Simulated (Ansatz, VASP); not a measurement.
This is a calculation of Ni for Ansatz 0.2.0.

File input.yaml:

```yaml
crystal:
  lattice:
    - [-1.38371547, 1.38371547, 1.38371547]
    - [1.38371547, -1.38371547, 1.38371547]
    - [1.38371547, 1.38371547, -1.38371547]
  atoms:
    - { symbol: Ni, position: [0.0, 0.0, 0.0], spin: 0.83 }
hamiltonian:
  xc: pbe
  pseudopotentials: { kind: paw }
magnetization:
  spin_polarized: true
kpoints:
  mp_grid: { grid: [13, 13, 13] }
scf:
  occupations: { method: fermi_dirac, width: 0.05 }
output:
  forces: true
  stress: true
  eigenvalues: true
```

Potentials or basis: Ansatz PAW.

Command:

```sh
$ ansatz run input.yaml --threads 2 --pin off --max-ram 5632MiB --backend cpu --events-out ev --progress --plain --runs-dir out
```

Question: Translate it to VASP 6.6.1. Potentials there: VASP PAW PBE potentials, release 64 (Ni).

Answer: As run (the cutoff follows the program's own potentials):

Contents of INCAR:

```
SYSTEM = Ni
ALGO = Fast
EDIFF = 1E-6
ENCUT = 520
GGA = PE
ISIF = 2
ISMEAR = -1
ISPIN = 2
LASPH = .TRUE.
LCHARG = .FALSE.
LMAXMIX = 4
LORBIT = 11
LREAL = .FALSE.
LWAVE = .FALSE.
MAGMOM = 0.83
NBANDS = 15
NELM = 150
PREC = Accurate
SIGMA = 0.05
```

KPOINTS

```
k-points
0
G
  13 13 13
  0 0 0
```

The input POSCAR:

```
Ni
1.0
   -1.3837154700      1.3837154700      1.3837154700
    1.3837154700     -1.3837154700      1.3837154700
    1.3837154700      1.3837154700     -1.3837154700
Ni
1
Direct
    0.0000000000      0.0000000000      0.0000000000
```

Potentials or basis: VASP PAW PBE potentials, release 64 (Ni).

Run with:

```sh
$ cat potpaw_PBE.64/Ni/POTCAR > POTCAR
$ mpirun -np 1 vasp_std > vasp.out
```

Both were run:

|  | VASP | Ansatz | Ansatz less VASP |
| --- | --- | --- | --- |
| gap on the k mesh at the Fermi level (eV) | none | none | - |
| pressure (GPa) | 7.5 | 7.8 | +0.31 |
| net moment per atom (μB) | 0.58 | 0.59 | +0.013 |
| size of the moment on the site where the two differ most (μB) | 0.58 | 0.62 | +0.035 |

Site moments also hang on the region over which each program counts them. A gap of «none» marks a metal or a gap that the smearing closes. The two sets of potentials don't hold the same shells in valence.
